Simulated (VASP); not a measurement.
# Sr (P6_3/mmc) in VASP: notebook

Runs on Sr. Level: PBE. Tasks: single point.

All numbers are computed with VASP 6.6.1; they aren't measurements. Logs are shortened: lines on timing, memory, paths and dates and some standing lists are left out, and cuts for length are marked.

**1. The crystal as given**

The structure is hexagonal, space group P6_3/mmc (No. 194). The conventional cell has a = 4.310 Å, b = 4.310 Å, c = 7.050 Å, α = 90.00°, β = 90.00°, γ = 120.00°. Around Sr (site symmetry -6m2) lie 12 Sr at 4.31 Å.

This isn't the form of Sr at room conditions, which is fcc.

**2. Single point, PBE**

INCAR reads:

```
SYSTEM = Sr
  ADDGRID = .False.
  ALGO = Normal
  EDIFF = 1E-6
  ENCUT = 300
  GGA = PE
  ISIF = 2
  ISMEAR = 0
  LASPH = .True.
  LCHARG = .False.
  LREAL = .False.
  LWAVE = .False.
  NBANDS = 17
  NELM = 100
  PREC = Accurate
  SIGMA = 0.15
```

KPOINTS reads:

```
k-points
0
Gamma
  3 3 2
  0 0 0
```

POSCAR reads:

```
Sr
1.0
    4.3100000000      0.0000000000      0.0000000000
   -2.1550000000      3.7325694903      0.0000000000
    0.0000000000      0.0000000000      7.0500000000
Sr
2
Direct
    0.6432960000      0.3178180000      0.7464440000
    0.3199860000      0.6535770000      0.2508690000
```

Potentials or basis: VASP PAW PBE potentials, release 64 (Sr_sv).

Run with:

```bash
$ cat potpaw_PBE.64/Sr_sv/POTCAR > POTCAR
$ mpirun -np 1 vasp_std > vasp.out
```

OUTCAR:

```text
SYSTEM = Sr
   EDIFF = 1E-6
   ENCUT = 300
   GGA = PE
   ISIF = 2
   ISMEAR = 0
   LASPH = .True.
   LREAL = .False.
   NELM = 100
   PREC = Accurate

 Found     10 irreducible k-points:

 Following reciprocal coordinates:
            Coordinates               Weight
  0.000000  0.000000  0.000000      1.000000
  0.333333  0.000000  0.000000      2.000000
  0.000000  0.333333  0.000000      2.000000
 -0.333333  0.333333  0.000000      2.000000
  0.333333  0.333333  0.000000      2.000000
  0.000000  0.000000  0.500000      1.000000
   k-points           NKPTS =     10   k-points in BZ     NKDIM =     10   number of bands    NBANDS=     17
   number of dos      NEDOS =    301   number of ions     NIONS =      2
   total plane-waves  NPLWV =  23040
   dimension x,y,z NGX =    24 NGY =   24 NGZ =   40
   dimension x,y,z NGXF=    48 NGYF=   48 NGZF=   80
   ions per type =               2
   NGX,Y,Z   is equivalent  to a cutoff of   9.26,  9.26,  9.43 a.u.
   NGXF,Y,Z  is equivalent  to a cutoff of  18.51, 18.51, 18.86 a.u.
 SYSTEM =  Sr
   PREC   = accura    normal or accurate (medium, high low for compatibility)
   ISTART =      0    job   : 0-new  1-cont  2-samecut
   ICHARG =      2    charge: 1-file 2-atom 10-const
   ISPIN  =      1    spin polarized calculation?
   LNONCOLLINEAR =      F non collinear calculations
   LSORBIT =      F    spin-orbit coupling
   LASPH  =      T    aspherical Exc in radial PAW
   ENCUT  =  300.0 eV  22.05 Ry    4.70 a.u.   6.09  6.09  9.96*2*pi/ulx,y,z
   NELM   =    100;   NELMIN=  2; NELMDL= -5     # of ELM steps
   EDIFF  = 0.1E-05   stopping-criterion for ELM
   LREAL  =      F    real-space projection
   EDIFFG = 0.1E-04   stopping-criterion for IOM
   NSW    =      0    number of steps for IOM
   IBRION =     -1    ionic relax: 0-MD 1-quasi-New 2-CG
   NFREE  =      0    steps in history (QN), initial steepest desc. (CG)
   ISIF   =      2    stress and relaxation
   ISYM   =      2    0-nonsym 1-usesym 2-fastsym
   POTIM  = 0.5000    time-step for ionic-motion
   TEBEG  =    0.0;   TEEND  =   0.0 temperature during run
   PSTRESS=    0.0 pullay stress
   NELECT =      20.0000    total number of electrons
   NUPDOWN=      -1.0000    fix difference up-down
   EMIN   =  10.00;   EMAX   =-10.00  energy-range for DOS
   EFERMI =   0.00;   METHOD = LEGACY
   ISMEAR =     0;   SIGMA  =   0.15  broadening in eV -4-tet -1-fermi 0-gaus
   EFERMI_NEDOS =   21; number of points for ismear=-14 and -15
   IALGO  =     38    algorithm
   IMIX   =      4    mixing-type and parameters
     AMIX     =   0.40;   BMIX     =  1.00
     AMIX_MAG =   1.60;   BMIX_MAG =  1.00
  volume/ion in A,a.u.               =      56.71       382.68
  Fermi-wavevector in a.u.,A,eV,Ry     =   0.918037  1.734838 11.466874  0.842791
  Thomas-Fermi vector in A             =   2.043073
   LORBIT       =      0    0 simple, 1 ext, 2 COOP (PROOUT), +10 PAW based schemes
   GGA     = PE    functional components
   LHFCALC =     F    Hartree Fock is set to
   AEXX    =    0.0000 exact exchange contribution
   IVDW    =     0    specifies the selected vdW correction
   LEPSILON=     F    determine dielectric tensor
   LRPA    =     F    only Hartree local field effects (RPA)
 non-spin polarized calculation
 Gauss-broadening in eV      SIGMA  =   0.15
  energy-cutoff  :      300.00
  volume of cell :      113.42
 maximum number of plane-waves:      1350
   NGX = 13   NGY = 13   NGZ = 19

 number of electron      20.0000000 magnetization

 Free energy of the ion-electron system (eV)
  ---------------------------------------------------
  ext. energy  EPLUGINS =         0.00000000
  ---------------------------------------------------
  free energy    TOTEN  =        -3.05902241 eV

  energy without entropy =       -2.97849472  energy(sigma->0) =       -3.01875857

 E-fermi :   1.5333     XC(G=0):  -7.2542

 val. band max:        1.5256577755   @ k =   0.3333   0.0000   0.0000
 cond. band min:       1.5362295347   @ k =   0.0000   0.3333   0.0000
 fundamental gap:      0.0105717592
 Fermi energy:         1.5333383534

 k-point     1 :       0.0000    0.0000    0.0000
  band No.  band energies     occupation
      1     -35.1642      2.00000
      2     -35.1523      2.00000
      3     -17.2327      2.00000
      4     -17.0833      2.00000
      5     -17.0819      2.00000
      6     -17.0595      2.00000
      7     -17.0580      2.00000
      8     -17.0578      2.00000
      9      -2.1147      2.00000
     10       0.3747      2.00000
     11       1.5026      1.22781
     12       3.7614      0.00000
     13       3.7618      0.00000
     14       3.7786      0.00000
     15       4.1516      0.00000
     16       4.1806      0.00000
     17       4.6554      0.00000

 k-point     2 :       0.3333    0.0000    0.0000
  band No.  band energies     occupation
      1     -35.1558      2.00000
      2     -35.1487      2.00000
      3     -17.1847      2.00000
      4     -17.1832      2.00000
      5     -17.1591      2.00000
      6     -17.1135      2.00000
      7     -17.0800      2.00000
      8     -17.0763      2.00000
      9      -0.7169      2.00000
     10       1.5019      1.23335
     11       1.5257      1.05773
     12       1.9736      0.00003
     13       3.0978      0.00000
     14       3.2299      0.00000
     15       3.8440      0.00000
     16       4.9168      0.00000
     17       5.0927      0.00000

 k-point     3 :       0.0000    0.3333    0.0000
  band No.  band energies     occupation
      1     -35.1556      2.00000
      2     -35.1488      2.00000
      3     -17.1845      2.00000
      4     -17.1815      2.00000
      5     -17.1591      2.00000
      6     -17.1131      2.00000
      7     -17.0819      2.00000
      8     -17.0769      2.00000
      9      -0.7144      2.00000
     10       1.5136      1.14740
     11       1.5362      0.97825
     12       1.9713      0.00004
     13       3.0826      0.00000
     14       3.1907      0.00000
     15       3.8553      0.00000
     16       4.9426      0.00000
     17       5.1158      0.00000

 k-point     4 :      -0.3333    0.3333    0.0000
  band No.  band energies     occupation
      1     -35.1556      2.00000
      2     -35.1489      2.00000
      3     -17.1845      2.00000
      4     -17.1808      2.00000
      5     -17.1591      2.00000
      6     -17.1130      2.00000
      7     -17.0827      2.00000
      8     -17.0770      2.00000
      9      -0.7134      2.00000
     10       1.5185      1.11148
     11       1.5404      0.94706
     12       1.9702      0.00004
     13       3.0766      0.00000
     14       3.1753      0.00000
     15       3.8587      0.00000
     16       4.9559      0.00000
     17       5.1041      0.00000

 k-point     5 :       0.3333    0.3333    0.0000
  band No.  band energies     occupation
      1     -35.1494      2.00000
      2     -35.1490      2.00000
      3     -17.1896      2.00000
      4     -17.1656      2.00000
      5     -17.1655      2.00000
      6     -17.1383      2.00000
      7     -17.1275      2.00000
      8     -17.1220      2.00000
      9       1.2442      1.99359
     10       1.2445      1.99354
     11       1.3688      1.87911
     12       1.8750      0.00128
     13       2.8022      0.00000
     14       2.8368      0.00000
     15       3.5365      0.00000
     16       4.9984      0.00000
     17       5.0471      0.00000

 k-point     6 :       0.0000    0.0000    0.5000
  band No.  band energies     occupation
      1     -35.1587      2.00000
      2     -35.1578      2.00000
      3     -17.1512      2.00000
      4     -17.1419      2.00000
      5     -17.0716      2.00000
      6     -17.0716      2.00000
      7     -17.0699      2.00000
      8     -17.0696      2.00000
      9      -1.2117      2.00000
     10      -1.1867      2.00000
     11       2.7108      0.00000
     12       2.7933      0.00000
     13       3.7572      0.00000
     14       3.7639      0.00000
     15       3.7700      0.00000
     16       3.7777      0.00000
     17       5.5672      0.00000

 [... further k-points ...]

------------------------ aborting loop because EDIFF is reached ----------------------------------------

  FORCE on cell =-STRESS in cart. coord.  units (eV):
  Direction    XX          YY          ZZ          XY          YZ          ZX
  --------------------------------------------------------------------------------------
  -------------------------------------------------------------------------------------
  Total       -0.3534153     -0.3429088      0.0078365     -0.0219439      0.0001344      0.0007363
  in kB       -4.9925404     -4.8441201      0.1107024     -0.3099911      0.0018990      0.0104015
  external PRESSURE =      -3.2419860 kB  Pullay stress =       0.0000000 kB

 VOLUME and BASIS-vectors are now :
 -----------------------------------------------------------------------------
  energy-cutoff  :      300.00
  volume of cell :      113.42
      direct lattice vectors                 reciprocal lattice vectors
     4.310000000  0.000000000  0.000000000     0.232018561  0.133955979  0.000000000
    -2.155000000  3.732569490  0.000000000     0.000000000  0.267911958  0.000000000
     0.000000000  0.000000000  7.050000000     0.000000000  0.000000000  0.141843972

 POSITION                                       TOTAL-FORCE (eV/Angst)
 -----------------------------------------------------------------------------------
      2.08771      1.18628      5.26243         0.011231      0.002297      0.025900
     -0.02932      2.43952      1.76863        -0.011231     -0.002297     -0.025900
 -----------------------------------------------------------------------------------
    total drift:                               -0.000000     -0.000004      0.000004

  FREE ENERGIE OF THE ION-ELECTRON SYSTEM (eV)
  ---------------------------------------------------
  free  energy   TOTEN  =        -3.0590224147 eV

  energy  without entropy=       -2.9784947166  energy(sigma->0) =       -3.01875857
```

It took 3.8 s on 1 thread of Intel Xeon 6975P-C (Granite Rapids), shared host; peak memory 0.15 GiB.

These settings aren't checked as converged: the numbers below hold their error.

What came out:

```
Free energy            : -3.0590 eV
Pressure               : -0.3 GPa
Largest force          : 0.028 eV/Å
Band gap on the k mesh : none (metal or under the smearing width)
```

Caveat: the k mesh is coarse (spacing up to 0.56 Å⁻¹), so the values aren't converged.

**3. Single point, PBE**

INCAR, as its differences from that of step 2:

```diff
@@ -4,3 +4,3 @@
   EDIFF = 1E-6
-  ENCUT = 300
+  ENCUT = 350
   GGA = PE
```

KPOINTS is that of step 2.

POSCAR reads:

```
Sr
1.0
    4.3100000000      0.0000000000      0.0000000000
   -2.1550000000      3.7325694903      0.0000000000
    0.0000000000      0.0000000000      7.0500000000
Sr
2
Direct
    0.6666666667      0.3333333333      0.7500000000
    0.3333333333      0.6666666667      0.2500000000
```

Potentials or basis: VASP PAW PBE potentials, release 64 (Sr_sv).

Run with:

```bash
$ cat potpaw_PBE.64/Sr_sv/POTCAR > POTCAR
$ mpirun -np 1 vasp_std > vasp.out
```

It took 4.6 s on 1 thread of Intel Xeon 6975P-C (Granite Rapids), shared host; peak memory 0.17 GiB.

These settings aren't checked as converged: the numbers below hold their error.

Results:

- Free energy: -3.0567 eV
- Pressure: -0.3 GPa
- Band gap on the k mesh: none (metal or under the smearing width)

Caveat: the k mesh is coarse (spacing up to 0.56 Å⁻¹), so the values aren't converged.

**4. Single point, PBE**

INCAR is that of step 3.

KPOINTS is that of step 3.

POSCAR reads:

```
Sr
1.0
    4.3100000000      0.0000000000      0.0000000000
   -2.1550000000      3.7325694903      0.0000000000
    0.0000000000      0.0000000000      7.0500000000
Sr
2
Direct
    0.6432960000      0.3178180000      0.7464440000
    0.3199860000      0.6535770000      0.2508690000
```

Run with:

```bash
$ cat potpaw_PBE.64/Sr_sv/POTCAR > POTCAR
$ mpirun -np 1 vasp_std > vasp.out
```

Wall time 5.8 s (1 thread of Intel Xeon 6975P-C (Granite Rapids), shared host); peak memory 0.18 GiB.

The run converged, but some of its settings lie outside the range that counts as converged, so its numbers aren't taken as properties of the crystal.

Results:

```yaml
Free_energy: -3.0560 eV
Pressure: -0.3 GPa
Largest_force: 0.028 eV/Å
Band_gap_on_the_k_mesh: none (metal or under the smearing width)
```

Caveat: the k mesh is coarse (spacing up to 0.56 Å⁻¹), so the values aren't converged.

**5. The reference run**

An earlier run on the cell as given: functional PBE; potentials or basis VASP PAW PBE potentials, release 64 (Sr_sv); cutoff 520 eV; k mesh 7 × 7 × 4; occupations fermi-dirac, width 0.05 eV; no spin polarisation.

* Pressure: -0.3 GPa
* Band gap on the k mesh: none (metal or under the smearing width)
